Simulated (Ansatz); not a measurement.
TePt in Ansatz: the effect of functional

The system is TePt.

```
Pt Te
1.0
     2.02043    1.16650    6.79168
    -2.02043    1.16650    6.79168
     0.00000   -2.33299    6.79168
Pt Te
2 2
Direct
  0.12967 0.12967 0.12967
  0.87033 0.87033 0.87033
  0.40200 0.40200 0.40200
  0.59800 0.59800 0.59800
```

The cell isn't the ideal one: volume scaled by 1.06.

Alike in all runs:

```yaml
Program: Ansatz 0.2.0
Task: single point
Potentials_or_basis: Ansatz PAW
k_mesh: 8 × 8 × 8
Occupations: fermi-dirac, width 0.05 eV
Spin: no spin polarisation
```

```tsv
functional	cutoff	pressure (GPa)	largest force (eV/Å)
LDA	420 eV (not typed: the program's choice for these potentials)	-9.1	0.71
PBEsol	420 eV (not typed: the program's choice for these potentials)	?	?
r2SCAN	500 eV (not typed: the program's choice for these potentials)	-4.3	0.53
```

What does the run with functional PBEsol give?

Pressure -6.9 GPa; largest force 0.56 eV/Å.

Caveats: the PAW data sets come from PBE, with cores solved anew for the run's functional, which leaves a small shift of forces and pressure.

Runs at the PBE level aren't shown here.
